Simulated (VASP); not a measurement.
Write the native input for VASP 6.6.1 that does the following.

```
Task                   : relaxation of cell and atoms
Functional             : PBE
Potentials or basis    : VASP PAW PBE potentials, release 64 (Ga, Sb)
Cutoff                 : 300 eV
k mesh                 : 5 × 5 × 5
Occupations            : gaussian, width 0.03 eV
Spin                   : no spin polarisation
Further INCAR settings : ALGO = Normal; EDIFF = 1e-06; IBRION = 2; EDIFFG = -0.01; NSW = 90; ISIF = 3
```

The structure of GaSb lies in POSCAR:

```
GaSb
1.0
    0.0000000000      3.0590000000      3.0590000000
    3.0590000000      0.0000000000      3.0590000000
    3.0590000000      3.0590000000      0.0000000000
Ga Sb
1 1
Direct
    0.0000000000      0.0000000000      0.0000000000
    0.2500000000      0.2500000000      0.2500000000
```

These files were run (other wordings do the same):

INCAR

```
ALGO     = Normal         # electronic algorithm
EDIFF    = 1E-6           # SCF threshold, eV
EDIFFG   = -0.01          # ionic threshold
ENCUT    = 300            # plane-wave cutoff, eV
GGA      = PE             # functional
IBRION   = 2              # ionic algorithm
ISIF     = 3              # what is computed and relaxed
ISMEAR   = 0              # smearing method
LASPH    = True           # aspherical terms in the spheres
LCHARG   = False          # write CHGCAR
LREAL    = False          # projectors in reciprocal space
LWAVE    = False          # write WAVECAR
NELM     = 80             # most SCF steps
NSW      = 90             # ionic steps
PREC     = Accurate       # precision mode
SIGMA    = 0.03           # smearing width, eV
```

KPOINTS

```
k-points
0
Gamma
  5 5 5
```

Potentials or basis: VASP PAW PBE potentials, release 64 (Ga, Sb).

Command:

```sh
$ cat potpaw_PBE.64/Ga/POTCAR potpaw_PBE.64/Sb/POTCAR > POTCAR
$ mpirun -np 1 vasp_std > vasp.out
```

Results of the run:

```yaml
Relaxed_volume: 30.30 Å³/atom
Relaxed_cell: a = 4.409 Å, b = 4.409 Å, c = 4.409 Å, α = 60.00°, β = 60.00°, γ = 60.00°
Space_group_after_relaxing_to_0.05_Å: F-43m (No. 216)
Energy_gained_by_relaxing: 13.8 meV/atom
Ionic_steps: 3
Pressure_after_relaxing: 0.0 GPa
Band_gap_on_the_k_mesh: none (metal or under the smearing width)
```

Caveat: this crystal is a semiconductor, whose small gap the functional closes, so the metal is an error of the method.

It took 6.9 s on 1 thread of Intel(R) Xeon(R) 6975P-C (Granite Rapids), on a shared host, peak memory 0.13 GiB.
